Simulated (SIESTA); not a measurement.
Here is a SIESTA 5.4.2 calculation.

GaAs.fdf

```
SystemName                      GaAs
SystemLabel                     GaAs
NumberOfSpecies                 2
NumberOfAtoms                   2
%block ChemicalSpeciesLabel
  1  33 As
  2  31 Ga
%endblock ChemicalSpeciesLabel

LatticeConstant                 1.0 Ang
%block LatticeVectors
     0.0000000000     2.8268500000     2.8268500000
     2.8268500000     0.0000000000     2.8268500000
     2.8268500000     2.8268500000     0.0000000000
%endblock LatticeVectors
AtomicCoordinatesFormat         Fractional
%block AtomicCoordinatesAndAtomicSpecies
     0.7500000000     0.7500000000     0.7500000000  1  As
     0.0000000000     0.0000000000     0.0000000000  2  Ga
%endblock AtomicCoordinatesAndAtomicSpecies

%block kgrid.MonkhorstPack
    8   0   0  0.0
    0   8   0  0.0
    0   0   8  0.0
%endblock kgrid.MonkhorstPack
XC.Functional                   GGA
XC.Authors                      PBE
PAO.BasisSize                   DZ
PAO.EnergyShift                 0.002 Ry
Mesh.Cutoff                     800 Ry
OccupationFunction              FD
ElectronicTemperature           0.05 eV
MaxSCFIterations                120
SCF.MustConverge                false
SCF.Mixer.Method                Pulay
SCF.Mixer.Weight                0.25
SCF.Mixer.History               8
SCF.DM.Tolerance                5.0e-05
SCF.H.Tolerance                 1.0e-03 eV
WriteForces                     true
Charge.Mulliken                 end
Charge.Hirshfeld                end
Charge.Voronoi                  end
SaveRho                         true
SaveElectrostaticPotential      true
BandLinesScale                  ReciprocalLatticeVectors
%block BandLines
    1    0.000000   0.000000   0.000000  \Gamma
   12    0.500000   0.000000   0.500000  X
    6    0.500000   0.250000   0.750000  W
    4    0.375000   0.375000   0.750000  K
   13    0.000000   0.000000   0.000000  \Gamma
   11    0.500000   0.500000   0.500000  L
    8    0.625000   0.250000   0.625000  U
    4    0.500000   0.250000   0.750000  W
    9    0.500000   0.500000   0.500000  L
    8    0.375000   0.375000   0.750000  K
    1    0.625000   0.250000   0.625000  U
    4    0.500000   0.000000   0.500000  X
%endblock BandLines
%block PAO.Basis
  Ga 3
  n=4 0 2
    6.858 0.000
  n=4 1 2
    9.500 0.000
  n=3 2 1
    3.752
%endblock PAO.Basis
```

Potentials or basis: PseudoDojo 0.4 standard (PBE files), DZ (energy shift 0.002 Ry; radii capped at 9.5 bohr).

The run is started by

```sh
$ siesta GaAs.fdf > GaAs.out 2>&1
```

(1) Predict the band gap on the k mesh.

(2) Predict the Hirshfeld charges.

Answers

(1) 0.54 eV, direct.

(2) As -0.13; Ga +0.13 e.

Caveat: the basis has no polarisation orbitals; the basis of atomic orbitals isn't converged, which shifts pressures, moduli and gaps.
